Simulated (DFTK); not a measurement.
LiH:

```
Li H
1.0
     0.00000    2.03675    2.03675
     2.03675    0.00000    2.03675
     2.03675    2.03675    0.00000
Li H
1 1
Direct
  0.00000 0.00000 0.00000
  0.50000 0.50000 0.50000
```

Base run:

| Item | Value |
| --- | --- |
| Program | DFTK 0.8.2 |
| Functional | PBE |
| Potentials or basis | dojo.nc.sr.pbe.v0_4_1.standard.upf (PBE) |
| Cutoff | 1007 eV |
| k mesh | 11 × 11 × 11 |
| Occupations | fermi-dirac, width 0.05 eV |
| Spin | no spin polarisation |

Its results: band gap on the k mesh 3.21 eV, direct; pressure -1.7 GPa.

**Question.** The run is repeated on the same cell with these changes: functional from PBE to PBEsol; potentials or basis from dojo.nc.sr.pbe.v0_4_1.standard.upf (PBE) to dojo.nc.sr.pbesol.v0_4_1.standard.upf (PBEsol). What comes out?

**Answer.** Band gap on the k mesh 2.98 eV, direct; pressure -2.3 GPa.

Caveats: an odd mesh through Γ misses points on the zone boundary, where band edges often lie.

Not every run made on this cell is shown here.
